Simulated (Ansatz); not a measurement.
Geometry optimisation in Ansatz: input, command and trajectory.

```yaml
crystal:
  lattice:
    - [6.0318446561, 0.0, 0.0]
    - [-3.015922328, 5.2237307038, 0.0]
    - [0.0, 0.0, 4.886147228]
  atoms:
    - { symbol: Zr, position: [0.3454959989, 0.1727479995, 0.75] }
    - { symbol: Zr, position: [0.8272520005, 0.1727479995, 0.75] }
    - { symbol: Zr, position: [0.8272520005, 0.6545040011, 0.75] }
    - { symbol: Zr, position: [0.6545040011, 0.8272520005, 0.25] }
    - { symbol: Zr, position: [0.1727479995, 0.8272520005, 0.25] }
    - { symbol: Zr, position: [0.1727479995, 0.3454959989, 0.25] }
    - { symbol: Si, position: [0.3333333333, 0.6666666667, 0.75] }
    - { symbol: Si, position: [0.6666666667, 0.3333333333, 0.25] }
basis:
  ecutwfc: 420
kpoints:
  mp_grid: { grid: [6, 6, 8] }
hamiltonian:
  xc: pbesol
scf:
  occupations: { method: gaussian, width: 0.1 }
output:
  forces: true
  stress: true
  eigenvalues: true
relax:
  adjacent_minimum: "off"
  f_tol: 0.01
  max_steps: 60
  cell: { stress_tol: 0.1 }
```

```bash
ansatz run input.yaml --threads 2 --pin off --max-ram 5120MiB --backend cpu --events-out ev --progress --plain --runs-dir out
```

Method: Ansatz, DFT PBEsol, scalar-relativistic, plane waves, PAW.

Of 5 frames 4 are shown, positions in Å and forces in eV/Å; the SCF threshold varies from step to step. Steps run on the plane waves of an earlier cell, with a Pulay correction in the pressure. The basis is chosen afresh for the last frame, the zero of the energies, and at times for earlier ones too; energy and pressure step there, also at an unchanged geometry.

```xyz
8
Lattice="6.0318 0.0000 0.0000 -3.0159 5.2237 0.0000 0.0000 0.0000 4.8861" Properties=species:S:1:pos:R:3:forces:R:3 pbc="T T T" step=1 free_energy_over_end_meV_per_atom=0.34 pressure_GPa=0.08
Zr    1.5630    0.9024    3.6646   -0.0342   -0.0197    0.0000
Zr    4.4689    0.9024    3.6646    0.0342   -0.0197    0.0000
Zr    3.0159    3.4190    3.6646    0.0000    0.0395    0.0000
Zr    1.4529    4.3213    1.2215    0.0342    0.0197    0.0000
Zr   -1.4529    4.3213    1.2215   -0.0342    0.0197    0.0000
Zr    0.0000    1.8048    1.2215    0.0000   -0.0395    0.0000
Si    0.0000    3.4825    3.6646    0.0000    0.0000    0.0000
Si    3.0159    1.7412    1.2215    0.0000    0.0000    0.0000
8
Lattice="6.0111 0.0000 0.0000 -3.0056 5.2058 0.0000 0.0000 0.0000 4.9220" Properties=species:S:1:pos:R:3:forces:R:3 pbc="T T T" step=2 free_energy_over_end_meV_per_atom=0.11 pressure_GPa=0.01
Zr    1.5499    0.8948    3.6915    0.0508    0.0293    0.0000
Zr    4.4612    0.8948    3.6915   -0.0508    0.0293    0.0000
Zr    3.0056    3.4161    3.6915    0.0000   -0.0587    0.0000
Zr    1.4557    4.3109    1.2305   -0.0508   -0.0293    0.0000
Zr   -1.4557    4.3109    1.2305    0.0508   -0.0293    0.0000
Zr    0.0000    1.7897    1.2305    0.0000    0.0587    0.0000
Si    0.0000    3.4705    3.6915    0.0000    0.0000    0.0000
Si    3.0056    1.7353    1.2305    0.0000    0.0000    0.0000
8
Lattice="6.0165 0.0000 0.0000 -3.0082 5.2104 0.0000 0.0000 0.0000 4.9167" Properties=species:S:1:pos:R:3:forces:R:3 pbc="T T T" step=3 free_energy_over_end_meV_per_atom=0.01 pressure_GPa=-0.08
Zr    1.5553    0.8980    3.6875   -0.0068   -0.0040    0.0000
Zr    4.4611    0.8980    3.6875    0.0068   -0.0040    0.0000
Zr    3.0082    3.4145    3.6875    0.0000    0.0079    0.0000
Zr    1.4529    4.3124    1.2292    0.0068    0.0040    0.0000
Zr   -1.4529    4.3124    1.2292   -0.0068    0.0040    0.0000
Zr    0.0000    1.7959    1.2292    0.0000   -0.0079    0.0000
Si    0.0000    3.4736    3.6875    0.0000    0.0000    0.0000
Si    3.0082    1.7368    1.2292    0.0000    0.0000    0.0000
8
Lattice="6.0155 0.0000 0.0000 -3.0078 5.2096 0.0000 0.0000 0.0000 4.9131" Properties=species:S:1:pos:R:3:forces:R:3 pbc="T T T" step=5 free_energy_over_end_meV_per_atom=0.00 pressure_GPa=0.05
Zr    1.5549    0.8977    3.6848   -0.0008   -0.0004    0.0000
Zr    4.4606    0.8977    3.6848    0.0008   -0.0004    0.0000
Zr    3.0078    3.4142    3.6848    0.0000    0.0009    0.0000
Zr    1.4529    4.3119    1.2283    0.0008    0.0004    0.0000
Zr   -1.4529    4.3119    1.2283   -0.0008    0.0004    0.0000
Zr    0.0000    1.7954    1.2283    0.0000   -0.0009    0.0000
Si    0.0000    3.4731    3.6848    0.0000    0.0000    0.0000
Si    3.0078    1.7365    1.2283    0.0000    0.0000    0.0000
```

Time: 31 s on 2 threads of Intel(R) Xeon(R) Platinum 8488C (Sapphire Rapids), with other jobs on the host, peak memory 0.64 GiB.